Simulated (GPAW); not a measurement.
A run of GPAW 26.7.0:

File run.py:

```python
from ase import Atoms
from ase.dft.bandgap import bandgap
from ase.io import write
from ase.units import GPa
from gpaw import GPAW, PW, setup_paths

setup_paths.insert(0, '.')

atoms = Atoms(['Ba', 'Ti', 'O', 'O', 'O'],
              cell=[[2.8273666084, 1.6323808724, 2.3183934932],
                    [-2.8273666084, 1.6323808724, 2.3183934932],
                    [0.0, -3.2647617449, 2.3183934932]],
              scaled_positions=[[0.0, 0.0, 0.0],
                                [0.4845, 0.4845, 0.4845],
                                [0.5086, 0.0175, 0.5086],
                                [0.0175, 0.5086, 0.5086],
                                [0.5086, 0.5086, 0.0175]],
              pbc=True)

calc = GPAW(mode=PW(800),
            xc='PBEsol',
            kpts={'size': (5, 5, 5), 'gamma': True},
            occupations={'name': 'fermi-dirac', 'width': 0.05},
            setups={'Ti': ':d,1.0'},
            nbands=36,
            convergence={'density': 1e-05, 'energy': 1e-05},
            maxiter=150,
            txt='gpaw.txt')
atoms.calc = calc
energy = atoms.get_potential_energy()
forces = atoms.get_forces()
stress = atoms.get_stress()
calc.write('gs.gpw')
write('result.traj', atoms)
print(f'Energy: {energy:.6f} eV')
print('Forces (eV/A):')
print(forces.round(4))
print('Stress (GPa):', (stress / GPa).round(3))
print('Fermi level:', round(calc.get_fermi_level(), 4), 'eV')
print(f'Gap: {bandgap(calc)[0]:.4f} eV, direct: {bandgap(calc, direct=True)[0]:.4f} eV')

path = atoms.cell.bandpath('GLB1,BZGX,QFP1Z,LP', npoints=60, eps=1e-4)
bs_calc = calc.fixed_density(kpts=path, symmetry='off', nbands=53,
                             convergence={'bands': 'CBM+6.0', 'eigenstates': 1e-6}, txt='bands.txt')
bs = bs_calc.band_structure()
bs.write('bs.json')
print(f'Gap on the path: {bandgap(bs_calc)[0]:.4f} eV')
```

Potentials or basis: PAW data sets generated in the run's folder for this functional, pw.

Launch:

```sh
$ gpaw-setup -f PBEsol Ba O Ti
$ OMP_NUM_THREADS=1 python run.py
```

Hardware: 1 thread of Arm Neoverse V2, on a shared host.

Q: Estimate the wall time of this run.

A: Wall time 2.3 min on 1 thread of Arm Neoverse V2, with other jobs on the host, peak memory 0.49 GiB. Counts: scf iterations 16, plane waves 3313, bands 36, k points 19.
